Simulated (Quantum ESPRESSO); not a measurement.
# In in Quantum ESPRESSO: a series of runs, part 2 of 2

Quantum ESPRESSO 7.5. Earlier steps stand in the parts before.

### Step 3. Work function, PBE

The input, pw.in:

```
&CONTROL
  calculation = 'scf'
  prefix = 'pwscf'
  outdir = './tmp'
  pseudo_dir = './pseudo'
  tprnfor = .true.
  disk_io = 'low'
/
&SYSTEM
  ibrav = 0
  celldm(1) = 8
  nat = 4
  ntyp = 1
  ecutwfc = 70
  nbnd = 36
  occupations = 'smearing'
  smearing = 'gaussian'
  degauss = 0.00183747
/
&ELECTRONS
  conv_thr = 4d-09
  electron_maxstep = 150
  mixing_beta = 0.3
  mixing_mode = 'local-TF'
/
ATOMIC_SPECIES
In   114.8180 In.upf
CELL_PARAMETERS alat
  0.7878940913652  -0.0000000000000   0.0000000000000
 -0.3939470456720   0.6823362986078   0.0000000000000
  0.0000000000000   0.0000000000000   5.4952561024648
ATOMIC_POSITIONS crystal
In     0.6666666700    0.3333333400    0.3223904780
In     0.3333333300    0.6666666600    0.4407968260
In     0.6666666700    0.3333333400    0.5592031740
In     0.3333333300    0.6666666600    0.6776095220
K_POINTS automatic
9 9 1 0 0 0
```

The input, pp_density.in:

```
&INPUTPP
  prefix = 'pwscf'
  outdir = './tmp'
  filplot = 'density.dat'
  plot_num = 0
/
&PLOT
  nfile = 1
  filepp(1) = 'density.dat'
  iflag = 3
  output_format = 6
  fileout = 'density.cube'
/
```

The input, pp_potential.in:

```
&INPUTPP
  prefix = 'pwscf'
  outdir = './tmp'
  filplot = 'potential.dat'
  plot_num = 11
/
&PLOT
  nfile = 1
  filepp(1) = 'potential.dat'
  iflag = 3
  output_format = 6
  fileout = 'potential.cube'
/
```

The input, pp_elf.in:

```
&INPUTPP
  prefix = 'pwscf'
  outdir = './tmp'
  filplot = 'elf.dat'
  plot_num = 8
/
&PLOT
  nfile = 1
  filepp(1) = 'elf.dat'
  iflag = 3
  output_format = 6
  fileout = 'elf.cube'
/
```

Potentials or basis: PseudoDojo 0.4.1 SR PBE standard.

The run is started by

```bash
OMP_NUM_THREADS=1 mpirun -n 2 pw.x -nk 2 -in pw.in > pw.out
OMP_NUM_THREADS=1 mpirun -n 1 pp.x -in pp_density.in > pp_density.out
OMP_NUM_THREADS=1 mpirun -n 1 pp.x -in pp_potential.in > pp_potential.out
OMP_NUM_THREADS=1 mpirun -n 1 pp.x -in pp_elf.in > pp_elf.out
```

pw.out:

```text
This program is part of the open-source Quantum ESPRESSO suite
     for quantum simulation of materials; please cite
[... 13 lines left out ...]
     --------------------
     sticks:   dense  smooth     PW     G-vecs:    dense   smooth      PW
     Sum         769     769    223               119671   119671   18733

     Using Slab Decomposition

     bravais-lattice index     =            0
     lattice parameter (alat)  =       8.0000  a.u.
     unit-cell volume          =    1512.6004 (a.u.)^3
     number of atoms/cell      =            4
     number of atomic types    =            1
     number of electrons       =        52.00
     number of Kohn-Sham states=           36
     kinetic-energy cutoff     =      70.0000  Ry
     charge density cutoff     =     280.0000  Ry
     scf convergence threshold =      4.0E-09
     mixing beta               =       0.3000
     number of iterations used =            8  local-TF  mixing
     Exchange-correlation= PBE
                           (   1   4   3   4   0   0   0)

     celldm(1)=   8.000000  celldm(2)=   0.000000  celldm(3)=   0.000000
     celldm(4)=   0.000000  celldm(5)=   0.000000  celldm(6)=   0.000000

     crystal axes: (cart. coord. in units of alat)
               a(1) = (   0.787894  -0.000000   0.000000 )
               a(2) = (  -0.393947   0.682336   0.000000 )
               a(3) = (   0.000000   0.000000   5.495256 )

     reciprocal axes: (cart. coord. in units 2 pi/alat)
               b(1) = (  1.269206  0.732776 -0.000000 )
               b(2) = (  0.000000  1.465553 -0.000000 )
               b(3) = ( -0.000000 -0.000000  0.181975 )

[... 45 lines left out ...]

     negative rho (up, down):  1.120E-05 0.000E+00
     Starting wfcs are   36 randomized atomic wfcs

     Self-consistent Calculation

     iteration #  1     ecut=    70.00 Ry     beta= 0.30
     Davidson diagonalization with overlap
     ethr =  1.00E-02,  avg # of iterations =  6.0

     Threshold (ethr) on eigenvalues was too large:
     Diagonalizing with lowered threshold

     Davidson diagonalization with overlap
     ethr =  1.64E-04,  avg # of iterations =  5.2

     total energy              =    -531.60048849 Ry
     estimated scf accuracy    <       0.09214320 Ry
[... 113 lines left out ...]
     iteration # 16     ecut=    70.00 Ry     beta= 0.30
     Davidson diagonalization with overlap
     ethr =  1.31E-11,  avg # of iterations =  5.4

     End of self-consistent calculation

          k = 0.0000 0.0000 0.0000 ( 15051 PWs)   bands (ev):

   -11.7885 -11.7744 -11.7566 -11.7439 -11.7188 -11.7188 -11.7111 -11.7111
   -11.6882 -11.6882 -11.6837 -11.6837 -11.5901 -11.5901 -11.5409 -11.5409
   -11.4891 -11.4891 -11.4510 -11.4510  -6.2838  -5.5032  -4.1914  -2.5340
     0.4385   2.7218   5.1072   6.4620   6.6995   8.2817   8.5586  10.8633
    11.3463  11.5335  11.5335  12.1488
[... 83 lines left out ...]
   -11.8058 -11.7539 -11.7539 -11.7129 -11.6927 -11.6927 -11.6235 -11.6235
   -11.6146 -11.5842 -11.5821 -11.5752 -11.5752 -11.5556 -11.5479 -11.4913
   -11.4913 -11.4870 -11.4433 -11.4433  -0.1671  -0.1671   0.4486   0.4486
     1.4069   2.1712   2.2845   2.2845   3.3229   3.8281   3.8281   4.5488
     6.3614   6.3614   8.4924   8.4924

     the Fermi energy is     2.9588 ev

!    total energy              =    -531.59089472 Ry
     estimated scf accuracy    <          1.1E-10 Ry
     smearing contrib. (-TS)   =      -0.00013934 Ry
     internal energy E=F+TS    =    -531.59075538 Ry

     The total energy is F=E-TS. E is the sum of the following terms:
     one-electron contribution =   -2226.04818474 Ry
     hartree contribution      =    1141.79563949 Ry
     xc contribution           =    -160.17908181 Ry
     ewald contribution        =     712.84087168 Ry

     convergence has been achieved in  16 iterations

     Forces acting on atoms (cartesian axes, Ry/au):

     atom    1 type  1   force =     0.00000000   -0.00000000   -0.00457076
     atom    2 type  1   force =     0.00000000   -0.00000000    0.00366774
     atom    3 type  1   force =     0.00000000    0.00000000   -0.00366774
     atom    4 type  1   force =     0.00000000    0.00000000    0.00457076

     Total force =     0.008288     Total SCF correction =     0.000058

=------------------------------------------------------------------------------=
   JOB DONE.
=------------------------------------------------------------------------------=
```

pp_density.out:

```text
This program is part of the open-source Quantum ESPRESSO suite
     for quantum simulation of materials; please cite
         "P. Giannozzi et al., J. Phys.:Condens. Matter 21 395502 (2009);
         "P. Giannozzi et al., J. Phys.:Condens. Matter 29 465901 (2017);
         "P. Giannozzi et al., J. Chem. Phys. 152 154105 (2020);
     in publications or presentations arising from this work. More details at

     IMPORTANT: XC functional enforced from input :
     Exchange-correlation= PBE
                           (   1   4   3   4   0   0   0)
     Any further DFT definition will be discarded
     Please, verify this is what you really want

     G-vector sticks info
     --------------------
     sticks:   dense  smooth     PW     G-vecs:    dense   smooth      PW
     Sum         769     769    223               119671   119671   18733

     Using Slab Decomposition

     Calling punch_plot, plot_num =   0
     Writing data to file  density.dat
     Reading data from file  density.dat

     Writing data to be plotted to file density.cube
     Plot Type: 3D                     Output format: Gaussian cube

=------------------------------------------------------------------------------=
   JOB DONE.
=------------------------------------------------------------------------------=
```

pp_potential.out:

```text
This program is part of the open-source Quantum ESPRESSO suite
     for quantum simulation of materials; please cite
         "P. Giannozzi et al., J. Phys.:Condens. Matter 21 395502 (2009);
         "P. Giannozzi et al., J. Phys.:Condens. Matter 29 465901 (2017);
         "P. Giannozzi et al., J. Chem. Phys. 152 154105 (2020);
     in publications or presentations arising from this work. More details at

     IMPORTANT: XC functional enforced from input :
     Exchange-correlation= PBE
                           (   1   4   3   4   0   0   0)
     Any further DFT definition will be discarded
     Please, verify this is what you really want

     G-vector sticks info
     --------------------
     sticks:   dense  smooth     PW     G-vecs:    dense   smooth      PW
     Sum         769     769    223               119671   119671   18733

     Using Slab Decomposition

     Calling punch_plot, plot_num =  11
     Writing data to file  potential.dat
     Reading data from file  potential.dat

     Writing data to be plotted to file potential.cube
     Plot Type: 3D                     Output format: Gaussian cube

=------------------------------------------------------------------------------=
   JOB DONE.
=------------------------------------------------------------------------------=
```

Wall time 69 s (2 MPI ranks of Intel Xeon 6975P-C (Granite Rapids), shared host); peak memory 0.5 GiB.

What came out:

```
Free energy                     : -7232.6626 eV
Largest force                   : 0.118 eV/Å
Band gap on the k mesh          : none (metal or under the smearing width)
Work function of the upper face : 3.78 eV
Work function of the lower face : 3.78 eV
```

Forces on the atoms (eV/Å):
```
In   0.000  0.000 -0.118
In   0.000  0.000  0.094
In   0.000  0.000 -0.094
In   0.000  0.000  0.118
```

### Step 4. Work function, PBE

Edit pw.in of step 3 so:

```diff
@@ -17,3 +17,3 @@
   smearing = 'gaussian'
-  degauss = 0.00183747
+  degauss = 0.00367493
 /
```

pp_density.in is that of step 3.

pp_potential.in is that of step 3.

pp_elf.in is that of step 3.

Potentials or basis: PseudoDojo 0.4.1 SR PBE standard.

The run is started by

```bash
OMP_NUM_THREADS=1 mpirun -n 2 pw.x -nk 2 -in pw.in > pw.out
OMP_NUM_THREADS=1 mpirun -n 1 pp.x -in pp_density.in > pp_density.out
OMP_NUM_THREADS=1 mpirun -n 1 pp.x -in pp_potential.in > pp_potential.out
OMP_NUM_THREADS=1 mpirun -n 1 pp.x -in pp_elf.in > pp_elf.out
```

pw.out:

```text
This program is part of the open-source Quantum ESPRESSO suite
     for quantum simulation of materials; please cite
[... 13 lines left out ...]
     --------------------
     sticks:   dense  smooth     PW     G-vecs:    dense   smooth      PW
     Sum         769     769    223               119671   119671   18733

     Using Slab Decomposition

     bravais-lattice index     =            0
     lattice parameter (alat)  =       8.0000  a.u.
     unit-cell volume          =    1512.6004 (a.u.)^3
     number of atoms/cell      =            4
     number of atomic types    =            1
     number of electrons       =        52.00
     number of Kohn-Sham states=           36
     kinetic-energy cutoff     =      70.0000  Ry
     charge density cutoff     =     280.0000  Ry
     scf convergence threshold =      4.0E-09
[... 188 lines left out ...]

   -11.7904 -11.7757 -11.7582 -11.7461 -11.7212 -11.7212 -11.7133 -11.7133
   -11.6894 -11.6894 -11.6854 -11.6854 -11.5919 -11.5919 -11.5423 -11.5423
   -11.4907 -11.4907 -11.4531 -11.4531  -6.2859  -5.5047  -4.1929  -2.5356
     0.4371   2.7207   5.1065   6.4626   6.6839   8.2637   8.5565  10.8582
    11.3364  11.5314  11.5314  12.1472
[... 83 lines left out ...]
   -11.8078 -11.7560 -11.7560 -11.7144 -11.6944 -11.6944 -11.6254 -11.6254
   -11.6168 -11.5856 -11.5838 -11.5765 -11.5765 -11.5571 -11.5498 -11.4929
   -11.4929 -11.4891 -11.4455 -11.4455  -0.1692  -0.1692   0.4472   0.4472
     1.4048   2.1697   2.2828   2.2828   3.3215   3.8266   3.8266   4.5470
     6.3600   6.3600   8.4910   8.4910

     the Fermi energy is     2.9648 ev

!    total energy              =    -531.59103453 Ry
     estimated scf accuracy    <          2.0E-09 Ry
     smearing contrib. (-TS)   =      -0.00028286 Ry
     internal energy E=F+TS    =    -531.59075166 Ry

     The total energy is F=E-TS. E is the sum of the following terms:
     one-electron contribution =   -2226.04082542 Ry
     hartree contribution      =    1141.78820661 Ry
     xc contribution           =    -160.17900454 Ry
     ewald contribution        =     712.84087168 Ry

     convergence has been achieved in  15 iterations

     Forces acting on atoms (cartesian axes, Ry/au):

     atom    1 type  1   force =     0.00000000   -0.00000000   -0.00460765
     atom    2 type  1   force =     0.00000000   -0.00000000    0.00364618
     atom    3 type  1   force =     0.00000000    0.00000000   -0.00364618
     atom    4 type  1   force =     0.00000000   -0.00000000    0.00460765

     Total force =     0.008310     Total SCF correction =     0.000345

=------------------------------------------------------------------------------=
   JOB DONE.
=------------------------------------------------------------------------------=
```

pp_potential.out:

```text
This program is part of the open-source Quantum ESPRESSO suite
     for quantum simulation of materials; please cite
         "P. Giannozzi et al., J. Phys.:Condens. Matter 21 395502 (2009);
         "P. Giannozzi et al., J. Phys.:Condens. Matter 29 465901 (2017);
         "P. Giannozzi et al., J. Chem. Phys. 152 154105 (2020);
     in publications or presentations arising from this work. More details at

     IMPORTANT: XC functional enforced from input :
     Exchange-correlation= PBE
                           (   1   4   3   4   0   0   0)
     Any further DFT definition will be discarded
     Please, verify this is what you really want

     G-vector sticks info
     --------------------
     sticks:   dense  smooth     PW     G-vecs:    dense   smooth      PW
     Sum         769     769    223               119671   119671   18733

     Using Slab Decomposition

     Calling punch_plot, plot_num =  11
     Writing data to file  potential.dat
     Reading data from file  potential.dat

     Writing data to be plotted to file potential.cube
     Plot Type: 3D                     Output format: Gaussian cube

=------------------------------------------------------------------------------=
   JOB DONE.
=------------------------------------------------------------------------------=
```

Run time: 71 s. Hardware: 2 MPI ranks of Intel Xeon 6975P-C (Granite Rapids), shared host; peak memory 0.5 GiB.

What came out:

| Item | Value |
| --- | --- |
| Free energy | -7232.6645 eV |
| Largest force | 0.118 eV/Å |
| Band gap on the k mesh | none (metal or under the smearing width) |
| Work function of the upper face | 3.77 eV |
| Work function of the lower face | 3.77 eV |

Forces in eV/Å, atoms in the order of the input:
```
In   0.000  0.000 -0.118
In   0.000  0.000  0.094
In   0.000  0.000 -0.094
In   0.000  0.000  0.118
```

### Step 5. Summary

| smearing | gap on the mesh (eV) | largest force (eV/Å) | work function (eV) |
| --- | --- | --- | --- |
| gaussian 0.01 eV | none | 0.11 | 3.78 |
| gaussian 0.025 eV | none | 0.12 | 3.78 |
| gaussian 0.05 eV | none | 0.12 | 3.77 |

Alike in all rows: task work function; level PBE; potentials or basis PseudoDojo 0.4.1 SR PBE standard; no spin polarisation; cell as given; k mesh 9 × 9 × 1; cutoff (eV) 952.

Every run on the cell as given and a fine mesh finds a metal.

Absolute energies hang on the potentials; compare differences alone.
